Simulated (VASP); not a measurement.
A run of VASP 6.6.1 is set up as follows.

POSCAR

```
Zr
1.0
    3.2327360810     -0.0000000000      0.0000000000
   -1.6163680405      2.7996315698      0.0000000000
    0.0000000000      0.0000000000      5.1682297598
  Zr
     2
Direct
     0.3333333332999970    0.6666666667000030    0.2500000000000000
     0.6666666667000030    0.3333333332999970    0.7500000000000000
```

The input INCAR.step1:

```
  PREC = Accurate
  ENCUT = 600
  EDIFF = 1E-8
  ISMEAR = 1
  SIGMA = 0.2
  LREAL = False
  LASPH = True
  NELM = 80
  ALGO = Normal
  ISIF = 3
  LWAVE = False
  LCHARG = False
  GGA = PE
  KPAR = 2
  IBRION = 2
  NSW = 40
  EDIFFG = -0.002
```

The input INCAR.step2:

```
  PREC = Accurate
  ENCUT = 600
  EDIFF = 1E-8
  ISMEAR = 1
  SIGMA = 0.2
  LREAL = False
  LASPH = True
  NELM = 80
  ALGO = Normal
  ISIF = 3
  LWAVE = False
  LCHARG = False
  GGA = PE
  KPAR = 2
  IBRION = 6
  NFREE = 2
  POTIM = 0.015
  NSW = 1
```

Contents of KPOINTS:

```
Automatic mesh
0
Gamma
  24 24 13
```

Potentials or basis: VASP PAW PBE potentials, release 64 (Zr_sv).

Launch:

```bash
$ cat potpaw_PBE.64/Zr_sv/POTCAR > POTCAR
$ cp INCAR.step1 INCAR
$ mpirun -np 2 vasp_std > vasp.out
$ cp CONTCAR POSCAR
$ cp INCAR.step2 INCAR
$ mpirun -np 2 vasp_std > vasp.out
```

Problem. Predict the Voigt bulk modulus.

Solution. 94 GPa.

Problem. Estimate the highest phonon frequency at Γ.

Solution. 150 cm⁻¹.

Clamped-ion elastic tensor (GPa):
```
154  56  66   0   0   0
 56 154  66   0   0   0
 66  66 166   0   0   0
  0   0   0  26   0   0
  0   0   0   0  26   0
  0   0   0   0   0  49
```
